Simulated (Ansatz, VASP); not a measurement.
## IrO2 in VASP and in Ansatz

File INCAR:

```
ALGO = Normal
EDIFF = 1E-6
ENCUT = 520
GGA = PE
ISIF = 2
ISMEAR = 0
LASPH = True
LCHARG = False
LREAL = False
LWAVE = False
NBANDS = 30
NELM = 100
PREC = Accurate
SIGMA = 0.1
```

File KPOINTS:

```
k-points
0
Gamma
  4 4 6
```

Contents of POSCAR:

```
IrO2
1.0
    4.5053140000      0.0000000000      0.0000000000
    0.0000000000      4.5053140000      0.0000000000
    0.0000000000      0.0000000000      3.1767060000
Ir O
2 4
Direct
    0.5000000000      0.5000000000      0.5000000000
    0.0000000000      0.0000000000      0.0000000000
    0.6913370000      0.6913370000      0.0000000000
    0.8086630000      0.1913370000      0.5000000000
    0.3086630000      0.3086630000      0.0000000000
    0.1913370000      0.8086630000      0.5000000000
```

Input for Ansatz:

```yaml
crystal:
  lattice:
    - [4.505314, 0.0, 0.0]
    - [0.0, 4.505314, 0.0]
    - [0.0, 0.0, 3.176706]
  atoms:
    - { symbol: Ir, position: [0.5, 0.5, 0.5] }
    - { symbol: Ir, position: [0.0, 0.0, 0.0] }
    - { symbol: O, position: [0.691337, 0.691337, 0.0] }
    - { symbol: O, position: [0.808663, 0.191337, 0.5] }
    - { symbol: O, position: [0.308663, 0.308663, 0.0] }
    - { symbol: O, position: [0.191337, 0.808663, 0.5] }
basis:
  ecutwfc: 420
kpoints:
  mp_grid: { grid: [4, 4, 6] }
hamiltonian:
  xc: pbe
scf:
  occupations: { method: gaussian, width: 0.1 }
output:
  forces: true
  stress: true
  eigenvalues: true
```

The cell is a database's computed one.

Alike in both runs: task single point; functional PBE; k mesh 4 × 4 × 6; occupations gaussian, width 0.1 eV; no spin polarisation.

|  | VASP | Ansatz |
| --- | --- | --- |
| version | VASP 6.6.1 | Ansatz 0.2.0 |
| potentials or method | VASP PAW PBE potentials, release 64 (Ir, O) | scalar-relativistic, plane waves, PAW |
| plane-wave cutoff (eV) | 520 | 420 |
| valence electrons in the cell | 42 | 58 |

```csv
,VASP,Ansatz,Ansatz less VASP
gap on the k mesh at the Fermi level (eV),none,none,-
pressure (GPa),5.4,3.0,-2.40
largest component of the traceless stress (GPa),0.44,0.13,-0.314
rms of the force components (eV/Å),0.003,0.005,+0.0018
```

Atom by atom the forces differ by 0.002 eV/Å (rms over components). A gap of «none» marks a metal or a gap that the smearing closes. The two sets of potentials don't hold the same shells in valence.

Spin-orbit coupling is left out, which matters for the levels of Ir.
